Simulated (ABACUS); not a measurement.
# Ba: single point with PBE

Ba:

```xyz
1
Lattice="0.0342 3.2775 3.2715 3.1831 0.0353 3.2704 3.1968 3.2900 0.0216" Properties=species:S:1:pos:R:3 pbc="T T T"
Ba   -0.0233    0.0194   -0.0083
```

The cell isn't the ideal one: cell strained at random at fixed volume.

- Program: ABACUS 3.10.1
- Task: single point
- Functional: PBE
- Potentials or basis: PseudoDojo NC SR 0.4.1 PBE standard
- Cutoff: 776 eV
- Density cutoff: 3102 eV
- Basis: plane waves
- k mesh: 7 × 7 × 7
- Occupations: fermi-dirac, width 0.05 eV
- Spin: no spin polarisation

```
Pressure               : -0.3 GPa
Band gap on the k mesh : none (metal or under the smearing width)
```

Stress tensor (GPa, compression positive):
```
-0.29 -0.15 -0.07
-0.15 -0.34 -0.06
-0.07 -0.06 -0.33
```

Levels at points of the mesh, in eV from the Fermi level:
```csv
k point,band 1,band 2,band 3,band 4,band 5,band 6,band 7,band 8,band 9
"(0.00, 0.00, 0.00)",-29.04,-14.02,-14.02,-14.01,-2.74,1.61,1.68,1.82,3.03
```

Wall time 20 s on 4 MPI ranks on Intel(R) Xeon(R) Platinum 8559C (Emerald Rapids), on a shared host, peak memory 0.4 GiB a rank.

Caveat: this release of the barium file is off. Spin-orbit coupling is left out, which matters for the levels of Ba.
